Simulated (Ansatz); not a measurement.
# CaSe (P6_3/mmc, relaxed from the wurtzite prototype): Wannier functions and tight-binding models

Aim: build maximally localised Wannier functions for CaSe (P6_3/mmc, relaxed from the wurtzite prototype) from several sets of trial orbitals, and check spreads and centres, and how well the models interpolate the bands. The runs, in order: PBE, anion s p, 6×6×4; PBE, anion s p, 6×6×2; PBE, anion p, 6×6×4; r2SCAN, anion s p, 6×6×4; r2SCAN, anion p, 6×6×4; HSE06, anion s p, 6×6×4 (level, trial orbitals, Wannier mesh).

Method: plane waves, PAW, in Ansatz 0.2.0.

1 further run of the same task is left out (it didn't finish).

## Step 1: The system as given

The structure is hexagonal, space group P6_3/mmc (No. 194). Conventional cell: a = 5.006 Å, b = 5.006 Å, c = 5.876 Å, α = 90.00°, β = 90.00°, γ = 120.00°. Around Ca (site symmetry -6m2) lie 5 Se at 2.89 to 2.94 Å. Se (site symmetry -6m2) is surrounded by 5 Ca at 2.89 to 2.94 Å.

As a file:

```xyz
4
Lattice="5.0056 0.0000 0.0000 -2.5028 4.3350 0.0000 0.0000 0.0000 5.8757" Properties=species:S:1:pos:R:3 pbc="T T T"
Ca    0.0000    2.8900   -0.3672
Ca    2.5028    1.4450    2.5706
Se    0.0000    2.8900    2.5706
Se    2.5028    1.4450    5.5085
```

Cell and atoms come from an earlier r2SCAN relaxation.

## Step 2: PBE, anion s p, 6×6×4

input.yaml reads:

```yaml
crystal:
  lattice:
    - [5.0055965804, 0.0, 0.0]
    - [-2.5027982902, 4.3349737997, 0.0]
    - [0.0, 0.0, 5.8757325013]
  atoms:
    - { symbol: Ca, position: [0.3333333333, 0.6666666667, -0.0624992791] }
    - { symbol: Ca, position: [0.6666666667, 0.3333333333, 0.4375007209] }
    - { symbol: Se, position: [0.3333333333, 0.6666666667, 0.4374992791] }
    - { symbol: Se, position: [0.6666666667, 0.3333333333, 0.9374992791] }
kpoints:
  mp_grid: { grid: [6, 6, 4] }
  band_path:
    path:
      - [[0.0, 0.0, 0.0], [0.5, 8.627782372873e-18, -1.243840774635e-34], [0.3333333333333, 0.3333333333333, -1.290162036287e-34], [0.0, 0.0, 0.0], [3.20670790584e-51, 4.294232685315e-51, 0.5], [0.5, 8.627782372873e-18, 0.5], [0.3333333333333, 0.3333333333333, 0.5], [3.20670790584e-51, 4.294232685315e-51, 0.5]]
      - [[0.5, 8.627782372873e-18, 0.5], [0.5, 8.627782372873e-18, -1.243840774635e-34]]
      - [[0.3333333333333, 0.3333333333333, 0.5], [0.3333333333333, 0.3333333333333, -1.290162036287e-34]]
    npoints: 10
hamiltonian:
  xc: pbe
scf:
  occupations: { method: fixed }
  n_extra_bands: 6
output:
  forces: false
  stress: false
  eigenvalues: true
  wannier:
    kmesh: [6, 6, 4]
    projections: [{ species: Se, l: s, shell: 4 }, { species: Se, l: p, shell: 4 }]
    minimise: true
    write_hr: true
    conv_tol: 1.0e-08
    max_iter: 3000
  write_density: true
  write_potential: true
  elf: true
  volumetric_format: npy
```

Run with:

```sh
$ ansatz run input.yaml --threads 4 --pin off --max-ram 3686MiB --backend cpu --events-out ev --progress --plain --runs-dir out
```

The runs that follow: PBE, anion s p, 6×6×2; PBE, anion p, 6×6×4; r2SCAN, anion s p, 6×6×4; r2SCAN, anion p, 6×6×4; HSE06, anion s p, 6×6×4.

**Question.** What will the summary of the whole plan be? Wanted: total spread, PBE, anion s p, 6×6×4; total spread, PBE, anion s p, 6×6×2; total spread, PBE, anion p, 6×6×4; total spread, r2SCAN, anion s p, 6×6×4; total spread, r2SCAN, anion p, 6×6×4; total spread, HSE06, anion s p, 6×6×4; centres of the first set.

As calculated:

```
                              quantity                                 value
   total spread, PBE, anion s p, 6×6×4             14.75 Å² over 8 functions
   total spread, PBE, anion s p, 6×6×2             14.10 Å² over 8 functions
     total spread, PBE, anion p, 6×6×4             14.65 Å² over 6 functions
total spread, r2SCAN, anion s p, 6×6×4             14.33 Å² over 8 functions
  total spread, r2SCAN, anion p, 6×6×4             14.19 Å² over 6 functions
 total spread, HSE06, anion s p, 6×6×4             14.18 Å² over 8 functions
              centres of the first set  0.54 to 0.56 Å from the nearest atom
```

In words: With PBE, anion s p, 6×6×4 the 8 functions move off the atoms, with a mean spread of 1.84 Å²; 85 % of the total is gauge invariant. On one set and mesh the functional gives 14.75 (PBE), 14.33 (r2SCAN), 14.18 (HSE06) Å².
